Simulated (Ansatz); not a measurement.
BeTe:

```
CELL_PARAMETERS angstrom
0.00000 2.77000 2.77000
2.77000 0.00000 2.77000
2.77000 2.77000 0.00000
ATOMIC_POSITIONS crystal
Te 0.75000 0.75000 0.75000
Be 0.00000 0.00000 0.00000
```

- Program: Ansatz 0.2.0
- Task: relaxation of cell and atoms
- Functional: BLYP
- Potentials or basis: Ansatz PAW
- Cutoff: 420 eV (not typed: the program's choice for these potentials)
- k mesh: 8 × 8 × 8
- Occupations: fermi-dirac, width 0.05 eV
- Spin: no spin polarisation

At the start: volume 21.25 Å³/atom.

**Question.** Where does the relaxation end?

**Answer.** It ends after 5 steps and the volume is 23.76 Å³/atom (+11.8 %); space group F-43m (No. 216, to 0.05 Å).

Step by step:
| step | energy change (eV) | largest force (eV/Å) | volume (Å³) |
| --- | --- | --- | --- |
| 1 | 0.0000 | 0.0000 | 42.51 |
| 2 | -0.0942 | 0.0000 | 48.96 |
| 3 | -0.1007 | 0.0000 | 47.76 |
| 4 | -0.1009 | 0.0000 | 47.52 |
| 5 | -0.1018 | 0.0000 | 47.52 |

Final structure:
```yaml
crystal:
  lattice:
    - [0.00000, 2.87494, 2.87494]
    - [2.87494, 0.00000, 2.87494]
    - [2.87494, 2.87494, 0.00000]
  atoms:
    - { symbol: Te, position: [0.75000, 0.75000, 0.75000] }
    - { symbol: Be, position: [0.00000, 0.00000, 0.00000] }
```

Caveat: the plane-wave basis is chosen anew once the cell has moved, so the energies of steps on either side of that aren't comparable; the volume moved by +12 % from the deposited cell, more than functionals usually miss; the PAW data sets come from PBE, with cores solved anew for the run's functional, which leaves a small shift of forces and pressure.
